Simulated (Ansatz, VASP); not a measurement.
**HfC: VASP beside Ansatz**

The input POSCAR:

```
HfC
1.0
    0.0000000000      2.3555956139      2.3555956139
    2.3555956139      0.0000000000      2.3555956139
    2.3555956139      2.3555956139      0.0000000000
Hf C
1 1
Direct
    0.5000000000      0.5000000000      0.5000000000
    0.0000000000      0.0000000000      0.0000000000
```

The input INCAR.step1:

```
SYSTEM = HfC
  ALGO = Normal
  EDIFF = 1E-4
  ENCUT = 520
  GGA = PE
  ISMEAR = -1
  LASPH = .TRUE.
  LCHARG = .FALSE.
  LREAL = .FALSE.
  LWAVE = .TRUE.
  NBANDS = 14
  NELM = 80
  PREC = Accurate
  SIGMA = 0.05
```

File INCAR.step2:

```
SYSTEM = HfC
  ALGO = Normal
  EDIFF = 1E-6
  ENCUT = 520
  ISIF = 2
  ISMEAR = -1
  ISTART = 1
  LASPH = .TRUE.
  LCHARG = .FALSE.
  LMIXTAU = .TRUE.
  LREAL = .FALSE.
  LWAVE = .FALSE.
  METAGGA = R2SCAN
  NBANDS = 14
  NELM = 80
  PREC = Accurate
  SIGMA = 0.05
```

File KPOINTS:

```
k-points
0
G
  10 10 10
  0 0 0
```

File input.yaml:

```yaml
crystal:
  lattice:
    - [0.0, 2.3555956139, 2.3555956139]
    - [2.3555956139, 0.0, 2.3555956139]
    - [2.3555956139, 2.3555956139, 0.0]
  atoms:
    - { symbol: Hf, position: [0.5, 0.5, 0.5] }
    - { symbol: C, position: [0.0, 0.0, 0.0] }
hamiltonian:
  xc: r2scan
  pseudopotentials: { kind: paw }
kpoints:
  mp_grid: { grid: [10, 10, 10] }
scf:
  occupations: { method: fermi_dirac, width: 0.05 }
output:
  forces: true
  stress: true
  eigenvalues: true
```

Alike in both runs: task single point; functional r2SCAN; k mesh 10 × 10 × 10; occupations fermi-dirac, width 0.05 eV; no spin polarisation.

|  | VASP | Ansatz |
| --- | --- | --- |
| version | VASP 6.6.1 | Ansatz 0.2.0 |
| potentials or method | VASP PAW PBE potentials, release 64 (Hf_pv, C) | Ansatz PAW |
| plane-wave cutoff (eV) | 520 | 500 |
| valence electrons in the cell | 14 | 30 |

Ansatz gave:

```
gap on the k mesh at the Fermi level (eV) : none
pressure (GPa)                            : -10.1
```

Question: What did VASP give for the same quantities?

Answer: gap on the k mesh at the Fermi level (eV): none; pressure (GPa): -11.3.

A gap of «none» marks a metal or a gap that the smearing closes. With one functional, cell and mesh, what is left measures potentials, basis and numerics. The two sets of potentials don't hold the same shells in valence.

Caveats: the PAW data sets were made with another functional, which shifts forces and pressure a little (VASP); the PAW data sets come from PBE, with cores solved anew for the run's functional, which leaves a small shift of forces and pressure (Ansatz). Spin-orbit coupling is left out, which matters for the levels of Hf.
